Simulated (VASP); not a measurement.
# Te (P3_121) in VASP: further runs

Runs on Te. Level: rev-vdW-DF2. Tasks: relaxation of cell and atoms.

Everything below comes from runs of VASP 6.6.1. Logs are shortened: lines on timing, memory, paths and dates and some standing lists are left out, and cuts for length are marked.

## Step 1: Starting point

Symmetry: P3_121, No. 152, trigonal system. Conventional cell: a = 4.454 Å, b = 4.454 Å, c = 5.924 Å, α = 90.00°, β = 90.00°, γ = 120.00°. Around Te (site symmetry 2) lie 2 Te at 2.86 Å.

## Step 2: Relaxation of cell and atoms, rev-vdW-DF2

The input, INCAR:

```
PREC     = Accurate       # precision mode
ENCUT    = 600            # plane-wave cutoff, eV
EDIFF    = 1E-6           # SCF threshold, eV
ISMEAR   = 0              # smearing method
SIGMA    = 0.03           # smearing width, eV
LREAL    = F              # projectors in reciprocal space
LASPH    = T              # aspherical terms in the spheres
NELM     = 80             # most SCF steps
ALGO     = Normal         # electronic algorithm
ISIF     = 3              # what is computed and relaxed
LWAVE    = F              # write WAVECAR
LCHARG   = F              # write CHGCAR
GGA      = MK             # functional
LUSE_VDW = T            
AGGAC    = 0.0          
PARAM1   = 0.1234       
PARAM2   = 0.711357     
ZAB_VDW  = -1.8867      
IBRION   = 2              # ionic algorithm
NSW      = 90             # ionic steps
EDIFFG   = -0.01          # ionic threshold
```

The input, KPOINTS:

```
regular mesh
0
Gamma
  9 9 6
```

The input, POSCAR:

```
Te
1.0
    4.4540000000      0.0000000000      0.0000000000
   -2.2270000000      3.8572771485      0.0000000000
    0.0000000000      0.0000000000      5.9240000000
Te
3
Direct
    0.2690000000      0.0000000000      0.3333333333
    0.0000000000      0.2690000000      0.6666666667
    0.7310000000      0.7310000000      0.0000000000
```

Potentials or basis: VASP PAW PBE potentials, release 64 (Te).

On the command line:

```
$ cat potpaw_PBE.64/Te/POTCAR > POTCAR
$ mpirun -np 1 vasp_std > vasp.out
```

OUTCAR:

```text
PREC = Accurate
   ENCUT = 600
   EDIFF = 1E-6
   ISMEAR = 0
   LREAL = F
   LASPH = T
   NELM = 80
   ISIF = 3
   GGA = MK
   IBRION = 2
   NSW = 90
   EDIFFG = -0.01

 ion  position               nearest neighbor table
   1  0.269  0.000  0.333-   3 2.86   2 2.86   3 3.47   3 3.47   2 3.47   2 3.47
   2  0.000  0.269  0.667-   3 2.86   1 2.86   3 3.47   3 3.47   1 3.47   1 3.47
   3  0.731  0.731  0.000-   1 2.86   2 2.86   1 3.47   2 3.47   2 3.47   1 3.47

  LATTYP: Found a hexagonal cell.
 ALAT       =     4.4540000000
 C/A-ratio  =     1.3300404131

  Lattice vectors:

 A1 = (   4.4540000000,   0.0000000000,   0.0000000000)
 A2 = (  -2.2270000000,   3.8572771485,   0.0000000000)
 A3 = (   0.0000000000,   0.0000000000,   5.9240000000)

Analysis of symmetry for initial positions (statically):
=====================================================================
 Subroutine PRICEL returns:
 Original cell was already a primitive cell.

 Routine SETGRP: Setting up the symmetry group for a
 hexagonal supercell.

 Subroutine GETGRP returns: Found  6 space group operations
 (whereof  2 operations were pure point group operations)
 out of a pool of 24 trial point group operations.

The static configuration has the point symmetry C_2 .
 The point group associated with its full space group is D_3 .

Analysis of symmetry for dynamics (positions and initial velocities):
=====================================================================
 Subroutine PRICEL returns:
 Original cell was already a primitive cell.

 Routine SETGRP: Setting up the symmetry group for a
 hexagonal supercell.

 Subroutine GETGRP returns: Found  6 space group operations
 (whereof  2 operations were pure point group operations)
 out of a pool of 24 trial point group operations.

The dynamic configuration has the point symmetry C_2 .
 The point group associated with its full space group is D_3 .

 Subroutine INISYM returns: Found  6 space group operations
 (whereof  2 operations are pure point group operations),
 and found     1 'primitive' translations

----------------------------------------------------------------------------------------

                                     Primitive cell

  volume of cell :     101.7762

  direct lattice vectors                    reciprocal lattice vectors
     4.454000000  0.000000000  0.000000000     0.224517288  0.129625117  0.000000000
[... 109 lines left out ...]
  volume/ion in A,a.u.               =      33.93       228.94
  Fermi-wavevector in a.u.,A,eV,Ry     =   0.918933  1.736531 11.489263  0.844437
  Thomas-Fermi vector in A             =   2.044070
   LORBIT       =      0    0 simple, 1 ext, 2 COOP (PROOUT), +10 PAW based schemes
   GGA     = MK    functional components
   LHFCALC =     F    Hartree Fock is set to
   AEXX    =    0.0000 exact exchange contribution
   IVDW_NL    =     1    kernel type
   BPARAM     = 6.3000
   IVDW    =     0    specifies the selected vdW correction
   LEPSILON=     F    determine dielectric tensor
   LRPA    =     F    only Hartree local field effects (RPA)
 conjugate gradient relaxation of ions
 non-spin polarized calculation
 Gauss-broadening in eV      SIGMA  =   0.03
  energy-cutoff  :      600.00
  volume of cell :      101.78
 maximum number of plane-waves:      3426
   NGX = 17   NGY = 17   NGZ = 23

--------------------------------------- Ionic step        1  -------------------------------------------

 number of electron      17.9999999 magnetization

 Free energy of the ion-electron system (eV)
  ---------------------------------------------------
  ext. energy  EPLUGINS =         0.00000000
  ---------------------------------------------------
  free energy    TOTEN  =        -4.50039404 eV

  energy without entropy =       -4.50039386  energy(sigma->0) =       -4.50039395

------------------------ aborting loop because EDIFF is reached ----------------------------------------

  FORCE on cell =-STRESS in cart. coord.  units (eV):
  Direction    XX          YY          ZZ          XY          YZ          ZX
  --------------------------------------------------------------------------------------
  -------------------------------------------------------------------------------------
  Total        0.3095196      0.3095196      0.8025246     -0.0000000      0.0000000      0.0000000
  in kB        4.8725088      4.8725088     12.6334746     -0.0000000      0.0000000      0.0000000
  external PRESSURE =       7.4594974 kB  Pullay stress =       0.0000000 kB
[... 299 lines left out ...]
--------------------------------------- Ionic step        9  -------------------------------------------

 number of electron      18.0000000 magnetization

 Free energy of the ion-electron system (eV)
  ---------------------------------------------------
  ext. energy  EPLUGINS =         0.00000000
  ---------------------------------------------------
  free energy    TOTEN  =        -4.51690700 eV

  energy without entropy =       -4.51680713  energy(sigma->0) =       -4.51685706

 E-fermi :   6.0391     XC(G=0):  -9.1969

 val. band max:        6.0102050632   @ k =   0.3333   0.3333   0.5000
 cond. band min:       6.0590504021   @ k =   0.3333   0.3333   0.5000
 fundamental gap:      0.0488453389
 Fermi energy:         6.0390878264

 k-point     1 :       0.0000    0.0000    0.0000
  band No.  band energies     occupation
      1      -7.5794      2.00000
      2      -4.3711      2.00000
      3      -4.3711      2.00000
      4       3.1552      2.00000
      5       3.4324      2.00000
      6       3.4324      2.00000
      7       4.3513      2.00000
      8       4.3513      2.00000
      9       5.0416      2.00000
     10       6.9774      0.00000
     11       6.9774      0.00000
     12       7.6487      0.00000
     13      10.9875      0.00000
[... 354 lines left out ...]
  band No.  band energies     occupation
      1      -6.8900      2.00000
      2      -5.1277      2.00000
      3      -3.7839      2.00000
      4       1.1844      2.00000
      5       1.7714      2.00000
      6       2.7264      2.00000
      7       4.1162      2.00000
      8       4.9266      2.00000
      9       5.4352      2.00000
     10       6.7548      0.00000
     11       7.2821      0.00000
     12       7.7792      0.00000
     13       9.6601      0.00000

 [... further k-points ...]

------------------------ aborting loop because EDIFF is reached ----------------------------------------

  FORCE on cell =-STRESS in cart. coord.  units (eV):
  Direction    XX          YY          ZZ          XY          YZ          ZX
  --------------------------------------------------------------------------------------
  -------------------------------------------------------------------------------------
  Total        0.0044888      0.0044888     -0.0274434     -0.0000000      0.0000000     -0.0000000
  in kB        0.0715372      0.0715372     -0.4373586     -0.0000000      0.0000000     -0.0000000
  external PRESSURE =      -0.0980947 kB  Pullay stress =       0.0000000 kB
[... 22 lines left out ...]
  energy  without entropy=       -4.5168071273  energy(sigma->0) =       -4.51685706

Total vdW correction in eV:      3.3881528

 reached required accuracy - stopping structural energy minimisation
```

Run time: 8.4 min. Hardware: 1 thread of Intel Xeon 6975P-C (Granite Rapids), shared host; peak memory 0.62 GiB.

Results:

| Item | Value |
| --- | --- |
| Free energy | -4.5169 eV |
| Relaxed volume | 33.51 Å³/atom |
| Relaxed cell | a = 4.395 Å, b = 4.395 Å, c = 6.009 Å, α = 90.00°, β = 90.00°, γ = 120.00° |
| Space group after relaxing (to 0.05 Å) | P3_121 (No. 152) |
| Energy gained by relaxing | 5.5 meV/atom |
| Ionic steps | 9 |
| Pressure after relaxing | 0.0 GPa |
| Largest force after relaxing | 0.006 eV/Å |
| Band gap on the k mesh | 0.05 eV, direct |

Forces in eV/Å, atoms in the order of the input:
```
Te   0.006  0.000  0.000
Te  -0.003  0.005  0.000
Te  -0.003 -0.005  0.000
```

Step by step:
```tsv
step	energy change (eV)	largest force (eV/Å)	pressure (GPa)	volume (Å³)
1	0.0000	0.2283	0.75	101.78
2	-0.0056	0.0422	-0.71	104.12
3	-0.0071	0.0971	-0.27	103.37
4	-0.0097	0.0847	-0.22	102.88
5	-0.0151	0.0488	-0.04	101.41
6	-0.0127	0.0162	0.51	98.49
7	-0.0163	0.0248	0.15	100.33
8	-0.0160	0.0268	-0.29	100.90
9	-0.0165	0.0057	-0.01	100.53
```

Final structure:
```yaml
crystal:
  lattice:
    - [4.39517, 0.00000, 0.00000]
    - [-2.19759, 3.80633, 0.00000]
    - [0.00000, 0.00000, 6.00935]
  atoms:
    - { symbol: Te, position: [0.27932, 0.00000, 0.33333] }
    - { symbol: Te, position: [0.00000, 0.27932, 0.66667] }
    - { symbol: Te, position: [0.72068, 0.72068, 0.00000] }
```

Levels at points of the mesh, in eV from the valence-band top:
| k point | band 6 | band 7 | band 8 | band 9 | band 10 | band 11 | band 12 | band 13 |
| --- | --- | --- | --- | --- | --- | --- | --- | --- |
| (0.00, 0.00, 0.00) | -2.58 | -1.66 | -1.66 | -0.97 | 0.97 | 0.97 | 1.64 | 4.98 |
| (0.00, 0.00, 0.50) | -2.55 | -1.23 | -0.85 | -0.85 | 0.36 | 0.39 | 0.39 | 3.94 |

Caveat: the PAW data sets were made with another functional, which shifts forces and pressure a little; spin-orbit coupling is left out, which moves the levels of the heavy elements; an odd mesh through Γ misses points on the zone boundary, where band edges often lie.

(Part 1 of 2 ends here.)
